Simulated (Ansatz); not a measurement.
# Al5P: one candidate of a structure search

Aim: relax a trial structure of Al5P and see where it ends.

Computed with Ansatz 0.2.0 (DFT PBE, scalar-relativistic, plane waves, PAW, unless a step's input says otherwise).

## Step 1: Starting point

It takes space group F-43m (No. 216, cubic). Conventional cell: a = 7.280 Å, b = 7.280 Å, c = 7.280 Å, α = 90.00°, β = 90.00°, γ = 90.00°. Around Al (site symmetry -43m) lie 12 Al at 3.02 Å and 4 P at 3.15 Å. Al (site symmetry 3m) has 9 Al at 2.56 to 3.02 Å and 3 P at 3.02 Å as nearest neighbours. Around P (site symmetry -43m) lie 16 Al at 3.02 to 3.15 Å.

Structure file:

```
Al P
1.0
     0.00000    3.63999    3.63999
     3.63999    0.00000    3.63999
     3.63999    3.63999    0.00000
Al P
5 1
Direct
  0.75000 0.75000 0.75000
  0.37589 0.37589 0.87233
  0.37589 0.87233 0.37589
  0.37589 0.37589 0.37589
  0.87233 0.37589 0.37589
  0.00000 0.00000 0.00000
```

The cell is invented: species swapped into a database cell of ZrCu5 (F-43m, No. 216), with P on the Zr sites and Al on the Cu sites. Lengths come from tabulated atomic sizes and are only a guess.

## Step 2: Probe: one point on a coarse mesh

input.yaml reads:

```yaml
crystal:
  lattice:
    - [0.0, 3.63999361, 3.63999361]
    - [3.63999361, 0.0, 3.63999361]
    - [3.63999361, 3.63999361, 0.0]
  atoms:
    - { symbol: Al, position: [0.75, 0.75, 0.75] }
    - { symbol: Al, position: [0.37588916, 0.37588916, 0.87233251] }
    - { symbol: Al, position: [0.37588916, 0.87233251, 0.37588916] }
    - { symbol: Al, position: [0.37588916, 0.37588916, 0.37588916] }
    - { symbol: Al, position: [0.87233251, 0.37588916, 0.37588916] }
    - { symbol: P, position: [0.0, 0.0, 0.0] }
basis:
  ecutwfc: 420
kpoints:
  mp_grid: { grid: [4, 4, 4] }
hamiltonian:
  xc: pbe
scf:
  occupations: { method: gaussian, width: 0.1 }
  lower_state_search: "off"
output:
  forces: true
  stress: true
  eigenvalues: true
```

Run with:

```console
> ansatz run input.yaml --threads 1 --pin off --max-ram 2048MiB --backend cpu --events-out ev --progress --plain --runs-dir out
```

What it wrote, shortened:

```text
[...]
SCF converged after 6 iterations
Free energy (F): -3441.124175 eV
[...]
E sigma→0 (E₀):  -3441.105075 eV
Entropy (-TS):   -0.038200 eV (-6.367 meV/atom)
Fermi energy:    8.552156 eV
[...]
--- Forces (eV/Å), atoms counted from 1 ---
  atom   1  Al     0.00000000     0.00000000     0.00000000
  atom   2  Al     0.07061509     0.07061509    -0.07061509
  atom   3  Al     0.07061509    -0.07061509     0.07061509
  atom   4  Al    -0.07061509    -0.07061509    -0.07061509
  atom   5  Al    -0.07061509     0.07061509     0.07061509
  atom   6  P     -0.00000000     0.00000000     0.00000000
[...]
--- Stress (GPa, compression-positive) ---
        5.103854       0.000000      -0.000000
        0.000000       5.103854       0.000000
       -0.000000       0.000000       5.103854
  P = ⅓ Tr σ = 5.1039 GPa (51.039 kbar)
--- Band table (eV; the first three rows and the last of 8) ---
  k-point 0: bands = ["-4.0487", "0.9957", "3.8728", "4.2979", "4.2979", "4.2979", "5.5621", "5.5621", "5.5621", "6.5796", "7.4049", "7.4049", "7.4049", "7.9294", "7.9294", "14.8271"]
[...]
```

Wall time 1.2 s (1 thread of AMD EPYC 7R13 (Zen 3), shared host); peak memory 0.35 GiB.

From the probe: pressure 5.1 GPa, largest force 0.12 eV/Å, gap on this mesh none (metal). A cheap, loose relaxation comes first.

## Step 3: Rough relaxation on the coarse mesh

input.yaml, as its differences from that of step 2:

```diff
@@ -25 +25,6 @@
   eigenvalues: true
+relax:
+  adjacent_minimum: "off"
+  f_tol: 0.04
+  max_steps: 70
+  cell: { stress_tol: 0.4 }
```

Run with:

```console
> ansatz run input.yaml --threads 1 --pin off --max-ram 2048MiB --backend cpu --events-out ev --progress --plain --runs-dir out
```

What it wrote:

```text
Warning: RAYON_NUM_THREADS=1 ignored (pool sized by the plan → 1); use --threads N
Engine: ansatz 0.2.0, x86_64-unknown-linux-gnu
Pseudopotentials: kind: paw
Pseudopotential: Al, paw, valence charge 3, recommended cutoff 420 eV (normal), Al.paw.azcp
Pseudopotential: P, paw, valence charge 5, recommended cutoff 420 eV (normal), P.paw.azcp
Functional definition: PBE
  parameter kappa = 0.804
  parameter beta = 0.06672455060314922
  exchange = pbe_x(kappa = kappa, mu = beta*pi^2/3)
  correlation = pbe_c(beta = beta)
Crystal: 6 atoms, lattice volume = 96.457 Å³
Basis set: ecut = 420 eV, 1893 PW (Γ), exchange–correlation on 72×72×72 points (8 copies of the dense FFT grid, shifted against one another)
Bands: 16, of which v1, the nominal top of the filled ones, is band 10 counted from 1 (9 counted from 0)
Symmetry: 24 space group operations
Space group: F-43m (ITA 216), of the structure as read, at distance tolerance 4.6e-5 Å
k-points: 8 of 64 (time reversal used)
Non-local potential: Al, projectors of the file, l = 0: 2, l = 1: 2, l = 2: 1
Non-local potential: P, projectors of the file, l = 0: 2, l = 1: 2, l = 2: 2
PAW form: soft (Blöchl's): semilocal exchange-correlation on the pseudo side does not see the compensation charge
PAW one-centre angular grid: Al, 110 points (default); XC on 64 Gauss nodes
PAW one-centre angular grid: P, 110 points (default); XC on 64 Gauss nodes
Initial density: superposition of atomic densities (neutral atoms: chi_scale 0, normalization atom), corrected by the library's trained network
Initial wavefunctions: pseudopotential atomic-orbital guess
Functional: x = pbe(κ = 0.804, μ = 0.2195149727645171), c = pbe(β = 0.06672455060314922)
SCF iter   1: F=—  HF=-3441.126949 eV  |F-HF|=—  |Δ(HF+E_count)|=         —  Δρ=2.42e-3  dr2=1.25e-2  ethr=1.77e-3  ⟨swp⟩=7.5  Hψ=860  notcnv=0
preconditioner: auto → Kerker (q_TF=auto, 2.099 Å⁻¹)  [metal: Δε(μ)=0.030 eV  Ē_g=7.086 eV  σ=0.100 eV  W_gap=0.17  n_scr=14 (ndim 8)  ℏωp=16.9 eV  f_vac=0.000  D(μ)=7.86/eV (n_scr^D=88)]
SCF iter   2: F=—  HF=-3441.124922 eV  |F-HF|=—  |Δ(HF+E_count)|=   2.03e-3  Δρ=1.35e-3  dr2=3.10e-3  ethr=6.25e-5  ⟨swp⟩=1.0  Hψ=192  notcnv=0
SCF iter   3: F=—  HF=-3441.124248 eV  |F-HF|=—  |Δ(HF+E_count)|=   6.74e-4  Δρ=3.24e-4  dr2=1.37e-4  ethr=1.55e-5  ⟨swp⟩=2.6  Hψ=192  notcnv=0
SCF iter   4: F=—  HF=-3441.124221 eV  |F-HF|=—  |Δ(HF+E_count)|=   2.65e-5  Δρ=7.89e-5  dr2=7.63e-6  ethr=6.84e-7  ⟨swp⟩=2.6  Hψ=206  notcnv=0
SCF iter   5: F=—  HF=-3441.124175 eV  |F-HF|=—  |Δ(HF+E_count)|=   4.66e-5  Δρ=1.61e-5  dr2=2.55e-7  ethr=3.82e-8  ⟨swp⟩=2.1  Hψ=181  notcnv=0
SCF iter   6: F=-3441.124175 eV  HF=-3441.124175 eV  |F-HF|=1.72e-9  |Δ(HF+E_count)|=   6.96e-8  Δρ=2.00e-6  dr2=3.91e-9  ethr=5.00e-10  ⟨swp⟩=7.1  Hψ=629  notcnv=0
SCF 1 converged in 6 iterations: F = -3441.124175 eV  dr2 = 3.91e-9
relax step   1: F+E_penalty+E_count = -3441.12417456 eV  Δ(F+E_penalty+E_count) = +0.000e0 eV  max|allowed force component| = 7.062e-2 eV/Å  Δτ_max = 0.0000 Å  P = +5.104 GPa  Ω = 96.457 Å³  (6 SCF iters, dr2 threshold 1.00e-7 eV, accepted)
Crystal: 6 atoms, lattice volume = 101.655 Å³
Basis set: ecut = 420 eV, 1989 PW (Γ), exchange–correlation on 72×72×72 points (8 copies of the dense FFT grid, shifted against one another)
Initial density: handed on by an earlier stage of this run
Initial wavefunctions: those handed on with the density
iter 1 solved again at ethr=2.59e-4 eV; its pass at ethr=3.10e-3 eV (dr2=5.18e-2 eV) is discarded
SCF iter   1: F=—  HF=-3441.232133 eV  |F-HF|=—  |Δ(HF+E_count)|=         —  Δρ=4.02e-3  dr2=5.16e-2  ethr=2.59e-4  ⟨swp⟩=1.0  Hψ=911  notcnv=0
preconditioner: auto → none  [insulator: Δε(μ)=0.127 eV  Ē_g=6.847 eV  σ=0.100 eV  W_gap=0.62  n_scr=14 (ndim 8)  ℏωp=16.5 eV  f_vac=0.000  D(μ)=4.67/eV (n_scr^D=50)  ε∞_Penn≈6.8]
SCF iter   2: F=—  HF=-3441.220330 eV  |F-HF|=—  |Δ(HF+E_count)|=   1.18e-2  Δρ=1.01e-3  dr2=1.87e-3  ethr=2.58e-4  ⟨swp⟩=2.1  Hψ=183  notcnv=0
SCF iter   3: F=—  HF=-3441.219699 eV  |F-HF|=—  |Δ(HF+E_count)|=   6.31e-4  Δρ=3.99e-4  dr2=2.94e-4  ethr=9.34e-6  ⟨swp⟩=2.6  Hψ=195  notcnv=0
SCF iter   4: F=—  HF=-3441.219578 eV  |F-HF|=—  |Δ(HF+E_count)|=   1.21e-4  Δρ=1.31e-4  dr2=1.86e-5  ethr=1.47e-6  ⟨swp⟩=2.6  Hψ=192  notcnv=0
iter 5 did not close the SCF: its close was put off for the readings that it lacked (scf_convergence_deferred on its scf_iter line)
SCF iter   5: F=-3441.219574 eV  HF=-3441.219574 eV  |F-HF|=1.49e-7  |Δ(HF+E_count)|=   3.99e-6  Δρ=2.13e-5  dr2=2.94e-7  ethr=9.29e-8  ⟨swp⟩=2.1  Hψ=200  notcnv=0
SCF iter   6: F=-3441.219574 eV  HF=-3441.219574 eV  |F-HF|=5.76e-9  |Δ(HF+E_count)|=   1.69e-7  Δρ=3.62e-6  dr2=8.34e-9  ethr=1.47e-9  ⟨swp⟩=3.2  Hψ=579  notcnv=0
SCF 2 converged in 6 iterations: F = -3441.219574 eV  dr2 = 8.34e-9
relax step   2: F+E_penalty+E_count = -3441.21957377 eV  Δ(F+E_penalty+E_count) = -9.540e-2 eV  max|allowed force component| = 4.594e-2 eV/Å  Δτ_max = 0.0014 Å  P = +0.977 GPa  Ω = 101.655 Å³  energy of the carried Pulay correction = -1.472e-3 eV  (6 SCF iters, dr2 threshold 6.00e-7 eV, accepted)
Crystal: 6 atoms, lattice volume = 102.965 Å³
iter 1 solved again at ethr=2.07e-5 eV; its pass at ethr=3.10e-3 eV (dr2=4.14e-3 eV) is discarded
SCF iter   1: F=—  HF=-3441.225004 eV  |F-HF|=—  |Δ(HF+E_count)|=         —  Δρ=1.10e-3  dr2=4.28e-3  ethr=2.07e-5  ⟨swp⟩=1.1  Hψ=808  notcnv=0
preconditioner: auto → Kerker (q_TF=auto, 2.076 Å⁻¹)  [metal: Δε(μ)=0.080 eV  Ē_g=6.784 eV  σ=0.100 eV  W_gap=0.41  n_scr=14 (ndim 8)  ℏωp=16.4 eV  f_vac=0.000  D(μ)=4.88/eV (n_scr^D=58)]
SCF iter   2: F=—  HF=-3441.224139 eV  |F-HF|=—  |Δ(HF+E_count)|=   8.65e-4  Δρ=4.03e-4  dr2=4.37e-4  ethr=2.07e-5  ⟨swp⟩=1.0  Hψ=128  notcnv=0
SCF iter   3: F=—  HF=-3441.223981 eV  |F-HF|=—  |Δ(HF+E_count)|=   1.58e-4  Δρ=1.56e-4  dr2=4.50e-5  ethr=2.19e-6  ⟨swp⟩=2.1  Hψ=172  notcnv=0
SCF iter   4: F=—  HF=-3441.223965 eV  |F-HF|=—  |Δ(HF+E_count)|=   1.59e-5  Δρ=2.65e-5  dr2=7.74e-7  ethr=2.25e-7  ⟨swp⟩=2.6  Hψ=192  notcnv=0
SCF iter   5: F=-3441.223965 eV  HF=-3441.223965 eV  |F-HF|=2.05e-8  |Δ(HF+E_count)|=   2.62e-7  Δρ=3.47e-6  dr2=2.92e-8  ethr=3.00e-9  ⟨swp⟩=6.0  Hψ=647  notcnv=0
SCF 3 converged in 5 iterations: F = -3441.223965 eV  dr2 = 2.92e-8
relax step   3: F+E_penalty+E_count = -3441.22396483 eV  Δ(F+E_penalty+E_count) = -4.391e-3 eV  max|allowed force component| = 6.382e-4 eV/Å  Δτ_max = 0.0032 Å  P = +0.068 GPa  Ω = 102.965 Å³  energy of the carried Pulay correction = -1.831e-3 eV  (5 SCF iters, dr2 threshold 6.00e-7 eV, accepted)
Initial wavefunctions: pseudopotential atomic-orbital guess (no wavefunctions were taken with the density)
iter 1 solved again at ethr=1.02e-7 eV; its pass at ethr=3.10e-3 eV (dr2=2.04e-5 eV) is discarded
SCF iter   1: F=—  HF=-3441.226491 eV  |F-HF|=—  |Δ(HF+E_count)|=         —  Δρ=5.13e-5  dr2=3.30e-7  ethr=1.02e-7  ⟨swp⟩=3.2  Hψ=1238  notcnv=0
preconditioner: auto → Kerker (q_TF=auto, 2.076 Å⁻¹)  [metal: Δε(μ)=0.055 eV  Ē_g=6.783 eV  σ=0.100 eV  W_gap=0.28  n_scr=14 (ndim 8)  ℏωp=16.4 eV  f_vac=0.000  D(μ)=5.18/eV (n_scr^D=58)]
SCF iter   2: F=—  HF=-3441.226463 eV  |F-HF|=—  |Δ(HF+E_count)|=   2.80e-5  Δρ=2.69e-5  dr2=7.75e-8  ethr=1.65e-9  ⟨swp⟩=2.6  Hψ=213  notcnv=0
SCF iter   3: F=-3441.226464 eV  HF=-3441.226464 eV  |F-HF|=1.02e-8  |Δ(HF+E_count)|=   8.66e-7  Δρ=3.45e-6  dr2=3.42e-9  ethr=1.92e-11  ⟨swp⟩=5.5  Hψ=723  notcnv=0
SCF 4 converged in 3 iterations: F = -3441.226464 eV  dr2 = 3.42e-9
relax step   4: F+E_penalty+E_count = -3441.22646394 eV  Δ(F+E_penalty+E_count) = -2.499e-3 eV  max|allowed force component| = 6.440e-4 eV/Å  Δτ_max = 0.0000 Å  P = +0.109 GPa  Ω = 102.965 Å³  stress off target by 1.09e-1 GPa  SCF on the basis re-selected at this cell (its energy is not comparable with the rows above)  (3 SCF iters)
basis re-selected at this cell: Δ(F+E_penalty+E_count) = -2.499e-3 eV, ΔP = +0.041 GPa vs the last step (what re-selecting the basis moved, of the pressure what is left beyond the Pulay correction that the steps carried, after the strain that the cell walked since its last selection, with what the two solves' SCF thresholds leave and, on support functions, any second-order correction that the steps lacked; it is no measure of the basis error at this ecutwfc). This SCF's stress stands 1.09e-1 GPa from its target on what of the cell is left free (relax.cell.stress_tol is 4.00e-1 GPa) and its largest allowed force component is 6.44e-4 eV/Å (relax.f_tol is 4.00e-2 eV/Å): within both
SCF converged after 3 iterations
Free energy (F): -3441.226464 eV
Harris-Foulkes:  -3441.226464 eV  (|F-HF|=1.02e-8)
Internal energy: -3441.200549 eV  (E = F + TS)
E sigma→0 (E₀):  -3441.213507 eV
Entropy (-TS):   -0.025915 eV (-4.319 meV/atom)
Fermi energy:    7.788798 eV
--- Per-component energies (eV) ---
  E_band       = 59.798493
  E_kinetic    = 179.682531
  E_local      = -9.280479  (includes V_loc(G=0)·N_el)
  E_nonlocal   = 86.130104
  E_hartree    = 15.919100
  E_xc         = -258.003479
  E_vxc        = -202.747926  (∫ρ·V_xc dr)
  E_paw        = -2905.938958  (= ΣΔE_a)
  E_vpaw       = -25.824117  (= ΣTr[D̂ρ^β])
  E_aug_tail   = -0.000007  (compensation charges beyond the density's cutoff)
  E_ewald      = -549.709362
  E_smearing   = -0.025915  (= −TS)
  E_closure    = -0.000000  (closes the sum)
  Σ components = -3441.226464   (vs F -3441.226464, Δ=0.00e0)
--- Forces (eV/Å), atoms counted from 1 ---
  atom   1  Al     0.00000000     0.00000000     0.00000000
  atom   2  Al     0.00064405     0.00064405    -0.00064405
  atom   3  Al     0.00064405    -0.00064405     0.00064405
  atom   4  Al    -0.00064405    -0.00064405    -0.00064405
  atom   5  Al    -0.00064405     0.00064405     0.00064405
  atom   6  P      0.00000000     0.00000000     0.00000000
  max |Σ_I F_I| component: 5.10e-17 eV/Å
--- Stress (GPa, compression-positive) ---
        0.108979      -0.000000      -0.000000
       -0.000000       0.108979       0.000000
       -0.000000       0.000000       0.108979
  P = ⅓ Tr σ = 0.1090 GPa (1.090 kbar)
--- Band table (eV; the first three rows and the last of 8) ---
  k-point 0: bands = ["-4.3104", "0.3240", "3.3006", "3.8428", "3.8428", "3.8428", "4.9795", "4.9795", "4.9795", "5.7757", "6.6984", "6.6984", "6.6984", "7.3145", "7.3145", "13.7055"]
  k-point 1: bands = ["-3.9078", "-0.4581", "1.9001", "3.4734", "3.4734", "3.5299", "4.9472", "4.9472", "5.2707", "6.3122", "6.3122", "8.0709", "9.1335", "9.7566", "9.7566", "10.9696"]
  k-point 2: bands = ["-3.1957", "-1.6161", "1.3721", "3.0739", "3.4222", "3.4222", "4.1325", "4.1325", "6.9501", "8.0452", "8.3992", "8.3992", "9.2039", "9.2039", "10.9194", "12.8027"]
  k-point 7: bands = ["-2.8250", "-0.5418", "-0.5114", "0.4169", "4.0203", "4.0674", "4.6616", "5.3556", "8.2226", "8.6390", "8.7193", "9.1458", "9.7469", "10.2616", "10.6244", "10.8643"]
--- Relaxed structure (3 steps of the walk, 3 accepted, 1 SCFs on fresh bases) ---
  F+E_penalty+E_count = -3441.22646394 eV   max|allowed force component| = 6.440e-4 eV/Å   (the final SCF, on the basis selected at the relaxed cell)
  cell:  # Å, volume = 102.9652 Å³
    - [7.643058049343384e-34, 3.720090586730853, 3.720090586730853]
    - [3.720090586730853, 1.9871950928292798e-33, 3.720090586730853]
    - [3.720090586730853, 3.720090586730853, -4.0762976263164716e-34]
  atoms:
    - { symbol: Al, position: [0.7499999999999999, 0.7499999999999999, 0.7499999999999999] }
    - { symbol: Al, position: [0.37552723222373424, 0.37552723222373424, 0.8734183033287974] }
    - { symbol: Al, position: [0.37552723222373424, 0.8734183033287974, 0.3755272322237342] }
    - { symbol: Al, position: [0.37552723222373424, 0.37552723222373424, 0.37552723222373424] }
    - { symbol: Al, position: [0.8734183033287974, 0.37552723222373424, 0.3755272322237342] }
    - { symbol: P, position: [3.008839753670186e-17, 3.006854031919637e-17, 3.0093361841078215e-17] }
```

It took 4.8 s on 1 thread of AMD EPYC 7R13 (Zen 3), shared host; peak memory 0.36 GiB.

Step by step:

| step | energy from step 1 (eV/cell) | largest force component (eV/Å) | pressure (GPa) | volume (Å³) |
| --- | --- | --- | --- | --- |
| 1 | 0.0000 | 0.0706 | 5.10 | 96.46 |
| 2 | -0.0954 | 0.0459 | 0.98 | 101.66 |
| 3 | -0.0998 | 0.0006 | 0.07 | 102.97 |
| 4 | -0.1023 | 0.0006 | 0.11 | 102.97 |

Step 1 is the start. Step 4 repeats the geometry before it on a plane-wave basis chosen anew for that cell, so its energy need not be comparable with the rows above.

Lengths and angles in the start's conventional setting:

|  | before | after | change |
| --- | --- | --- | --- |
| a (Å) | 7.280 | 7.440 | +2.2 % |
| b (Å) | 7.280 | 7.440 | +2.2 % |
| c (Å) | 7.280 | 7.440 | +2.2 % |
| volume (Å³/atom) | 16.08 | 17.16 | +6.7 % |
| shortest distance (Å) | 2.556 | 2.619 | +2.5 % |
| space group (0.01 Å) | F-43m | F-43m | same |

The run keeps the 24 symmetry operations of the start, so it could not have lowered the symmetry.

[end of part 1 of 2]
